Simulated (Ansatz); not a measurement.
**Moving the Hubbard U on Ti d in Ti3O4**

```
Ti O
1.0
    -2.06591    2.06591    4.08913
     2.06591   -2.06591    4.08913
     2.06591    2.06591   -4.08913
Ti O
3 4
Direct
  0.75000 0.25000 0.50000
  0.50000 0.50000 0.00000
  0.25000 0.75000 0.50000
  0.75588 0.75588 0.00000
  0.50000 0.00000 0.50000
  0.24412 0.24412 0.00000
  0.00000 0.50000 0.50000
```

The cell comes from a database or a generator and needn't be the stable form of this composition.

Kept alike: task band structure; functional PBEsol; k mesh 9 × 9 × 9; occupations fermi-dirac, width 0.05 eV; no spin polarisation. Program: Ansatz, Ansatz PAW, cutoff 420 eV. The mesh is that of the run's cell of 7 atoms. No spin-orbit coupling.

```csv
"Hubbard U on Ti d, U (eV)",pressure (GPa)
0,-5.74
1,-4.45
2,-3.10
3,-1.64
4,-0.01
5,1.91
6,4.30
8,13.30
```

Pressure is positive in compression, with a Pulay correction for the finite cutoff. U acts here on a shell without spin polarisation. For a metal such a mesh leaves the last digits unconverged. How U acts hangs on the program's projectors. All rows use potentials made for PBE. U is the effective U - J on orthogonalised atomic projectors. Double counting: fully localised limit (the default).

The pressure rises from -5.74 to 13.30 GPa between 0 and 8 eV.
